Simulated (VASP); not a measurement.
# GaN (F-43m) in VASP: notebook

One crystal, GaN, is run at these levels: PBE; tasks: relaxation of cell and atoms.

Everything below comes from runs of VASP 6.6.1. Logs are shortened: lines on timing, memory, paths and dates and some standing lists are left out, and cuts for length are marked.

## 1. Starting point

Symmetry: F-43m, No. 216, cubic system. The conventional cell has a = 4.507 Å, b = 4.507 Å, c = 4.507 Å, α = 90.00°, β = 90.00°, γ = 90.00°. Around Ga (site symmetry -43m) lie 4 N at 1.95 Å. N (site symmetry -43m) has 4 Ga at 1.95 Å as nearest neighbours.

The cell is a database's computed one.

## 2. Relaxation of cell and atoms, PBE

The input, INCAR:

```
SYSTEM = GaN
PREC = Accurate
ENCUT = 520
EDIFF = 1E-7
ISMEAR = 0
SIGMA = 0.02
LREAL = .FALSE.
LASPH = .TRUE.
NELM = 60
ALGO = Normal
ISIF = 3
LWAVE = .FALSE.
LCHARG = .FALSE.
GGA = PE
IBRION = 2
NSW = 80
EDIFFG = -0.002
```

The input, KPOINTS:

```
Automatic mesh
0
G
  8 8 8
  0 0 0
```

The input, POSCAR:

```
GaN
1.0
    0.0000000000      2.2535006100      2.2535006100
    2.2535006100      0.0000000000      2.2535006100
    2.2535006100      2.2535006100      0.0000000000
Ga N
1 1
Direct
    0.0000000000      0.0000000000      0.0000000000
    0.7500000000      0.7500000000      0.7500000000
```

Potentials or basis: VASP PAW PBE potentials, release 64 (Ga_d, N).

Run with:

```console
cat potpaw_PBE.64/Ga_d/POTCAR potpaw_PBE.64/N/POTCAR > POTCAR
mpirun -np 1 vasp_std > vasp.out
```

OUTCAR:

```text
SYSTEM = GaN
   PREC = Accurate
   ENCUT = 520
   EDIFF = 1E-7
   ISMEAR = 0
   LREAL = .FALSE.
   LASPH = .TRUE.
   NELM = 60
   ISIF = 3
   GGA = PE
   IBRION = 2
   NSW = 80
   EDIFFG = -0.002

 ion  position               nearest neighbor table
   1  0.000  0.000  0.000-   2 1.95   2 1.95   2 1.95   2 1.95
   2  0.750  0.750  0.750-   1 1.95   1 1.95   1 1.95   1 1.95

  LATTYP: Found a face centered cubic cell.
 ALAT       =     4.5070012200

  Lattice vectors:

 A1 = (   0.0000000000,   2.2535006100,   2.2535006100)
 A2 = (   2.2535006100,   0.0000000000,   2.2535006100)
 A3 = (   2.2535006100,   2.2535006100,   0.0000000000)

Analysis of symmetry for initial positions (statically):
=====================================================================
 Subroutine PRICEL returns:
 Original cell was already a primitive cell.

 Routine SETGRP: Setting up the symmetry group for a
 face centered cubic supercell.

 Subroutine GETGRP returns: Found 24 space group operations
 (whereof 24 operations were pure point group operations)
 out of a pool of 48 trial point group operations.

The static configuration has the point symmetry T_d .

Analysis of symmetry for dynamics (positions and initial velocities):
=====================================================================
 Subroutine PRICEL returns:
 Original cell was already a primitive cell.

 Routine SETGRP: Setting up the symmetry group for a
 face centered cubic supercell.

 Subroutine GETGRP returns: Found 24 space group operations
 (whereof 24 operations were pure point group operations)
 out of a pool of 48 trial point group operations.

The dynamic configuration has the point symmetry T_d .

 Subroutine INISYM returns: Found 24 space group operations
 (whereof 24 operations are pure point group operations),
 and found     1 'primitive' translations

----------------------------------------------------------------------------------------

                                     Primitive cell

  volume of cell :      22.8877

  direct lattice vectors                    reciprocal lattice vectors
     0.000000000  2.253500610  2.253500610    -0.221877020  0.221877020  0.221877020
     2.253500610  0.000000000  2.253500610     0.221877020 -0.221877020  0.221877020
     2.253500610  2.253500610  0.000000000     0.221877020  0.221877020 -0.221877020

  length of vectors
     3.186931125  3.186931125  3.186931125     0.384302272  0.384302272  0.384302272

  position of ions in fractional coordinates (direct lattice)
     0.000000000  0.000000000  0.000000000
     0.750000000  0.750000000  0.750000000

  ion indices of the primitive-cell ions
   primitive index   ion index
                 1           1
                 2           2

----------------------------------------------------------------------------------------

 KPOINTS: Automatic mesh

Automatic generation of k-mesh.
 Grid dimensions read from file:
 generate k-points for:    8    8    8

 Generating k-lattice:

  Cartesian coordinates                     Fractional coordinates (reciprocal lattice)
    -0.027734628  0.027734628  0.027734628     0.125000000  0.000000000  0.000000000
     0.027734628 -0.027734628  0.027734628     0.000000000  0.125000000  0.000000000
     0.027734628  0.027734628 -0.027734628     0.000000000  0.000000000  0.125000000

  Length of vectors
     0.048037784  0.048037784  0.048037784

  Shift w.r.t. Gamma in fractional coordinates (k-lattice)
     0.000000000  0.000000000  0.000000000

 Subroutine IBZKPT returns following result:
 ===========================================

 Found     29 irreducible k-points:

 Following reciprocal coordinates:
            Coordinates               Weight
  0.000000  0.000000  0.000000      1.000000
  0.125000  0.000000  0.000000      8.000000
  0.250000  0.000000  0.000000      8.000000
  0.375000  0.000000  0.000000      8.000000
  0.500000  0.000000  0.000000      4.000000
  0.125000  0.125000  0.000000      6.000000
[... 16 lines left out ...]
  0.500000  0.250000  0.125000     48.000000
 -0.375000  0.250000  0.125000     24.000000
 [... further k-points ...]
   k-points           NKPTS =     29   k-points in BZ     NKDIM =     29   number of bands    NBANDS=     13
   number of dos      NEDOS =    301   number of ions     NIONS =      2
   total plane-waves  NPLWV =  13824
   dimension x,y,z NGX =    24 NGY =   24 NGZ =   24
   dimension x,y,z NGXF=    48 NGYF=   48 NGZF=   48
   ions per type =               1   1
   NGX,Y,Z   is equivalent  to a cutoff of  12.52, 12.52, 12.52 a.u.
   NGXF,Y,Z  is equivalent  to a cutoff of  25.04, 25.04, 25.04 a.u.
 SYSTEM =  GaN
   PREC   = accura    normal or accurate (medium, high low for compatibility)
   ISTART =      0    job   : 0-new  1-cont  2-samecut
   ICHARG =      2    charge: 1-file 2-atom 10-const
   ISPIN  =      1    spin polarized calculation?
   LNONCOLLINEAR =      F non collinear calculations
   LSORBIT =      F    spin-orbit coupling
   LASPH  =      T    aspherical Exc in radial PAW
   ENCUT  =  520.0 eV  38.22 Ry    6.18 a.u.   5.93  5.93  5.93*2*pi/ulx,y,z
   NELM   =     60;   NELMIN=  2; NELMDL= -5     # of ELM steps
   EDIFF  = 0.1E-06   stopping-criterion for ELM
   LREAL  =      F    real-space projection
   EDIFFG = -.2E-02   stopping-criterion for IOM
   NSW    =     80    number of steps for IOM
   IBRION =      2    ionic relax: 0-MD 1-quasi-New 2-CG
   NFREE  =      1    steps in history (QN), initial steepest desc. (CG)
   ISIF   =      3    stress and relaxation
   ISYM   =      2    0-nonsym 1-usesym 2-fastsym
   POTIM  = 0.5000    time-step for ionic-motion
   TEBEG  =    0.0;   TEEND  =   0.0 temperature during run
   PSTRESS=    0.0 pullay stress
   NELECT =      18.0000    total number of electrons
   NUPDOWN=      -1.0000    fix difference up-down
   EMIN   =  10.00;   EMAX   =-10.00  energy-range for DOS
   EFERMI =   0.00;   METHOD = LEGACY
   ISMEAR =     0;   SIGMA  =   0.02  broadening in eV -4-tet -1-fermi 0-gaus
   EFERMI_NEDOS =   21; number of points for ismear=-14 and -15
   IALGO  =     38    algorithm
   IMIX   =      4    mixing-type and parameters
     AMIX     =   0.40;   BMIX     =  1.00
     AMIX_MAG =   1.60;   BMIX_MAG =  1.00
  volume/ion in A,a.u.               =      11.44        77.23
  Fermi-wavevector in a.u.,A,eV,Ry     =   1.511117  2.855596 31.068543  2.283473
  Thomas-Fermi vector in A             =   2.621216
   LORBIT       =      0    0 simple, 1 ext, 2 COOP (PROOUT), +10 PAW based schemes
   GGA     = PE    functional components
   LHFCALC =     F    Hartree Fock is set to
   AEXX    =    0.0000 exact exchange contribution
   IVDW    =     0    specifies the selected vdW correction
   LEPSILON=     F    determine dielectric tensor
   LRPA    =     F    only Hartree local field effects (RPA)
 conjugate gradient relaxation of ions
 non-spin polarized calculation
 Gauss-broadening in eV      SIGMA  =   0.02
  energy-cutoff  :      520.00
  volume of cell :       22.89
 maximum number of plane-waves:       636
   NGX = 11   NGY = 11   NGZ = 11

--------------------------------------- Ionic step        1  -------------------------------------------

 number of electron      18.0000004 magnetization

 Free energy of the ion-electron system (eV)
  ---------------------------------------------------
  ext. energy  EPLUGINS =         0.00000000
  ---------------------------------------------------
  free energy    TOTEN  =       -12.14275247 eV

  energy without entropy =      -12.14275247  energy(sigma->0) =      -12.14275247

------------------------ aborting loop because EDIFF is reached ----------------------------------------

  FORCE on cell =-STRESS in cart. coord.  units (eV):
  Direction    XX          YY          ZZ          XY          YZ          ZX
  --------------------------------------------------------------------------------------
  -------------------------------------------------------------------------------------
  Total        0.7218351      0.7218351      0.7218351      0.0000000      0.0000000     -0.0000000
  in kB       50.5295659     50.5295659     50.5295659      0.0000000      0.0000000     -0.0000000
  external PRESSURE =      50.5295659 kB  Pullay stress =       0.0000000 kB
[... 57 lines left out ...]
  energy  without entropy=      -12.1456057244  energy(sigma->0) =      -12.14560572

--------------------------------------- Ionic step        3  -------------------------------------------

 number of electron      17.9999985 magnetization

 Free energy of the ion-electron system (eV)
  ---------------------------------------------------
  ext. energy  EPLUGINS =         0.00000000
  ---------------------------------------------------
  free energy    TOTEN  =       -12.15269305 eV

  energy without entropy =      -12.15269305  energy(sigma->0) =      -12.15269305

 E-fermi :   5.0709     XC(G=0): -11.5183

 val. band max:        4.9831531626   @ k =   0.0000   0.0000   0.0000
 cond. band min:       6.5274165262   @ k =   0.0000   0.0000   0.0000
 fundamental gap:      1.5442633636
 Fermi energy:         5.0708998133

 k-point     1 :       0.0000    0.0000    0.0000
  band No.  band energies     occupation
      1     -10.7162      2.00000
      2      -8.4396      2.00000
      3      -8.4396      2.00000
      4      -8.4396      2.00000
      5      -8.1472      2.00000
      6      -8.1472      2.00000
      7       4.9832      2.00000
      8       4.9832      2.00000
      9       4.9832      2.00000
     10       6.5274      0.00000
     11      15.1099      0.00000
     12      15.1099      0.00000
     13      15.1099      0.00000
[... 353 lines left out ...]
 k-point    24 :      -0.3750    0.2500    0.1250
  band No.  band energies     occupation
      1      -9.8143      2.00000
      2      -8.3432      2.00000
      3      -8.2864      2.00000
      4      -8.1642      2.00000
      5      -8.1163      2.00000
      6      -6.5966      2.00000
      7      -1.2743      2.00000
      8       2.0608      2.00000
      9       3.2792      2.00000
     10      11.3943      0.00000
     11      11.9322      0.00000
     12      14.8720      0.00000
     13      16.4998      0.00000

 [... further k-points ...]

------------------------ aborting loop because EDIFF is reached ----------------------------------------

  FORCE on cell =-STRESS in cart. coord.  units (eV):
  Direction    XX          YY          ZZ          XY          YZ          ZX
  --------------------------------------------------------------------------------------
  -------------------------------------------------------------------------------------
  Total       -0.0031386     -0.0031386     -0.0031386      0.0000000     -0.0000000      0.0000000
  in kB       -0.2136653     -0.2136653     -0.2136653      0.0000000     -0.0000000      0.0000000
  external PRESSURE =      -0.2136653 kB  Pullay stress =       0.0000000 kB
[... 17 lines left out ...]
  FREE ENERGIE OF THE ION-ELECTRON SYSTEM (eV)
  ---------------------------------------------------
  free  energy   TOTEN  =       -12.1526930527 eV

  energy  without entropy=      -12.1526930527  energy(sigma->0) =      -12.15269305

 reached required accuracy - stopping structural energy minimisation
```

Wall time 11 s (1 thread of Intel Xeon Platinum 8488C (Sapphire Rapids), shared host); peak memory 0.14 GiB.

What came out:

* Free energy: -12.1527 eV
* Relaxed volume: 11.77 Å³/atom
* Relaxed cell: a = 3.217 Å, b = 3.217 Å, c = 3.217 Å, α = 60.00°, β = 60.00°, γ = 60.00°
* Space group after relaxing (to 0.05 Å): F-43m (No. 216)
* Energy gained by relaxing: 5.0 meV/atom
* Ionic steps: 3
* Pressure after relaxing: 0.0 GPa
* Band gap on the k mesh: 1.54 eV, direct

The path:
```tsv
step	energy change (eV)	largest force (eV/Å)	pressure (GPa)	volume (Å³)
1	0.0000	0.0000	5.05	22.89
2	-0.0029	0.0000	-3.88	24.10
3	-0.0099	0.0000	-0.02	23.54
```

Final structure:
```
Ga N
1.0
     0.00000    2.27455    2.27455
     2.27455    0.00000    2.27455
     2.27455    2.27455    0.00000
Ga N
1 1
Direct
  0.00000 0.00000 0.00000
  0.75000 0.75000 0.75000
```

## 3. Relaxation of cell and atoms, PBE

This run uses another cell than the first one, of 11.77 Å³/atom, 1.028 times its volume.

INCAR is that of step 2.

KPOINTS is that of step 2.

The input, POSCAR:

```
GaN                                     
1.0
    0.0000000000      2.2745494221      2.2745494221
    2.2745494221      0.0000000000      2.2745494221
    2.2745494221      2.2745494221     -0.0000000000
  Ga              N             
     1     1
Direct
     0.0000000000000000    0.0000000000000000    0.0000000000000000
     0.7500000000000000    0.7500000000000000    0.7500000000000000
```

Potentials or basis: VASP PAW PBE potentials, release 64 (Ga_d, N).

Run with:

```console
cat potpaw_PBE.64/Ga_d/POTCAR potpaw_PBE.64/N/POTCAR > POTCAR
mpirun -np 1 vasp_std > vasp.out
```

OUTCAR:

```text
SYSTEM = GaN
   PREC = Accurate
   ENCUT = 520
   EDIFF = 1E-7
   ISMEAR = 0
   LREAL = .FALSE.
   LASPH = .TRUE.
   NELM = 60
   ISIF = 3
   GGA = PE
   IBRION = 2
   NSW = 80
   EDIFFG = -0.002

 ion  position               nearest neighbor table
   1  0.000  0.000  0.000-   2 1.97   2 1.97   2 1.97   2 1.97
   2  0.750  0.750  0.750-   1 1.97   1 1.97   1 1.97   1 1.97

  LATTYP: Found a face centered cubic cell.
 ALAT       =     4.5490988442

  Lattice vectors:

 A1 = (   0.0000000000,   2.2745494221,   2.2745494221)
 A2 = (   2.2745494221,   0.0000000000,   2.2745494221)
 A3 = (   2.2745494221,   2.2745494221,   0.0000000000)

Analysis of symmetry for initial positions (statically):
=====================================================================
 Subroutine PRICEL returns:
 Original cell was already a primitive cell.

 Routine SETGRP: Setting up the symmetry group for a
 face centered cubic supercell.

 Subroutine GETGRP returns: Found 24 space group operations
 (whereof 24 operations were pure point group operations)
 out of a pool of 48 trial point group operations.

The static configuration has the point symmetry T_d .

Analysis of symmetry for dynamics (positions and initial velocities):
=====================================================================
 Subroutine PRICEL returns:
 Original cell was already a primitive cell.

 Routine SETGRP: Setting up the symmetry group for a
 face centered cubic supercell.

 Subroutine GETGRP returns: Found 24 space group operations
 (whereof 24 operations were pure point group operations)
 out of a pool of 48 trial point group operations.

The dynamic configuration has the point symmetry T_d .

 Subroutine INISYM returns: Found 24 space group operations
 (whereof 24 operations are pure point group operations),
 and found     1 'primitive' translations

----------------------------------------------------------------------------------------

[... 123 lines left out ...]
 conjugate gradient relaxation of ions
 non-spin polarized calculation
 Gauss-broadening in eV      SIGMA  =   0.02
  energy-cutoff  :      520.00
  volume of cell :       23.54
 maximum number of plane-waves:       648
   NGX = 11   NGY = 11   NGZ = 11

 number of electron      17.9999985 magnetization

 Free energy of the ion-electron system (eV)
  ---------------------------------------------------
  ext. energy  EPLUGINS =         0.00000000
  ---------------------------------------------------
  free energy    TOTEN  =       -12.15308259 eV

  energy without entropy =      -12.15308259  energy(sigma->0) =      -12.15308259

 E-fermi :   5.0709     XC(G=0): -11.5183

 val. band max:        4.9831042679   @ k =   0.0000   0.0000   0.0000
 cond. band min:       6.5273679302   @ k =   0.0000   0.0000   0.0000
 fundamental gap:      1.5442636624
 Fermi energy:         5.0708696842

 k-point     1 :       0.0000    0.0000    0.0000
  band No.  band energies     occupation
      1     -10.7162      2.00000
      2      -8.4396      2.00000
      3      -8.4396      2.00000
      4      -8.4396      2.00000
      5      -8.1472      2.00000
      6      -8.1472      2.00000
      7       4.9831      2.00000
      8       4.9831      2.00000
      9       4.9831      2.00000
     10       6.5274      0.00000
     11      15.1099      0.00000
     12      15.1099      0.00000
     13      15.1099      0.00000
[... 354 lines left out ...]
  band No.  band energies     occupation
      1      -9.8143      2.00000
      2      -8.3432      2.00000
      3      -8.2864      2.00000
      4      -8.1642      2.00000
      5      -8.1163      2.00000
      6      -6.5967      2.00000
      7      -1.2743      2.00000
      8       2.0608      2.00000
      9       3.2792      2.00000
     10      11.3942      0.00000
     11      11.9320      0.00000
     12      14.8718      0.00000
     13      16.4996      0.00000

 [... further k-points ...]

------------------------ aborting loop because EDIFF is reached ----------------------------------------

  FORCE on cell =-STRESS in cart. coord.  units (eV):
  Direction    XX          YY          ZZ          XY          YZ          ZX
  --------------------------------------------------------------------------------------
  -------------------------------------------------------------------------------------
  Total        0.0005033      0.0005033      0.0005033     -0.0000000      0.0000000     -0.0000000
  in kB        0.0342642      0.0342642      0.0342642     -0.0000000      0.0000000     -0.0000000
  external PRESSURE =       0.0342642 kB  Pullay stress =       0.0000000 kB

 VOLUME and BASIS-vectors are now :
 -----------------------------------------------------------------------------
  energy-cutoff  :      520.00
  volume of cell :       23.54
      direct lattice vectors                 reciprocal lattice vectors
     0.000000000  2.274549422  2.274549422    -0.219823757  0.219823757  0.219823757
     2.274549422  0.000000000  2.274549422     0.219823757 -0.219823757  0.219823757
     2.274549422  2.274549422  0.000000000     0.219823757  0.219823757 -0.219823757

 POSITION                                       TOTAL-FORCE (eV/Angst)
 -----------------------------------------------------------------------------------
      0.00000      0.00000      0.00000         0.000000      0.000000      0.000000
      3.41182      3.41182      3.41182        -0.000000     -0.000000     -0.000000
 -----------------------------------------------------------------------------------
    total drift:                               -0.000002     -0.000002     -0.000001

  FREE ENERGIE OF THE ION-ELECTRON SYSTEM (eV)
  ---------------------------------------------------
  free  energy   TOTEN  =       -12.1530825852 eV

  energy  without entropy=      -12.1530825852  energy(sigma->0) =      -12.15308259

 reached required accuracy - stopping structural energy minimisation
```

CONTCAR:

```text
GaN
   1.00000000000000
     0.0000000000000000    2.2745494221000002    2.2745494221000002
     2.2745494221000002    0.0000000000000000    2.2745494221000002
     2.2745494221000002    2.2745494221000002    0.0000000000000000
  Ga              N
     1     1
Direct
     0.0000000000000000    0.0000000000000000    0.0000000000000000
     0.7500000000000000    0.7500000000000000    0.7500000000000000

  0.00000000E+00  0.00000000E+00  0.00000000E+00
  0.00000000E+00  0.00000000E+00  0.00000000E+00
```

It took 5.4 s on 1 thread of Intel Xeon Platinum 8488C (Sapphire Rapids), shared host; peak memory 0.13 GiB.

Results:

| Property | Result |
| --- | --- |
| Free energy | -12.1531 eV |
| Pressure after relaxing | 0.0 GPa |
| Band gap on the k mesh | 1.54 eV, direct |

Final structure:
```
Ga N
1.0
     0.00000    2.27455    2.27455
     2.27455    0.00000    2.27455
     2.27455    2.27455    0.00000
Ga N
1 1
Direct
  0.00000 0.00000 0.00000
  0.75000 0.75000 0.75000
```

Caveat: the relaxation stopped at its first step, so nothing moved.
